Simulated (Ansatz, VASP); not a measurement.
**CuO in VASP and in Ansatz**

```
Cu O
1.0
     2.55255    0.00000    0.00000
     0.00000    2.55255    0.00000
     0.00000    0.00000    2.55255
Cu O
1 1
Direct
  0.00000 0.00000 0.00000
  0.50000 0.50000 0.50000
```

Measurements of this composition are mostly on another form, of space group No. 15.

Alike in both runs: task single point; functional PBE; k mesh 7 × 7 × 7; occupations gaussian, width 0.05 eV; collinear spin; Hubbard terms Cu d U = 6.0 eV.

|  | VASP | Ansatz |
| --- | --- | --- |
| version | VASP 6.6.1 | Ansatz 0.2.0 |
| potentials or method | VASP PAW PBE potentials, release 64 (Cu, O) | Ansatz PAW |
| plane-wave cutoff (eV) | 520 | 420 |
| valence electrons in the cell | 17 | 25 |

```csv
,VASP,Ansatz,Ansatz less VASP
gap on the k mesh at the Fermi level (eV),none,none,-
net moment per atom (μB),0.50,0.50,0.000
size of the moment on the site where the two differ most (μB),0.59,0.68,+0.099
```

Site moments also hang on the region over which each program counts them. The programs project onto different local orbitals, so the same U acts differently. A gap of «none» marks a metal or a gap that the smearing closes. The two sets of potentials don't hold the same shells in valence.

Caveats: a cell with one magnetic atom can't hold antiferromagnetic order, which such compounds often take; the magnetic or orbital state may not be the lowest (Ansatz). The state reached can hang on the start; a lower one may exist.
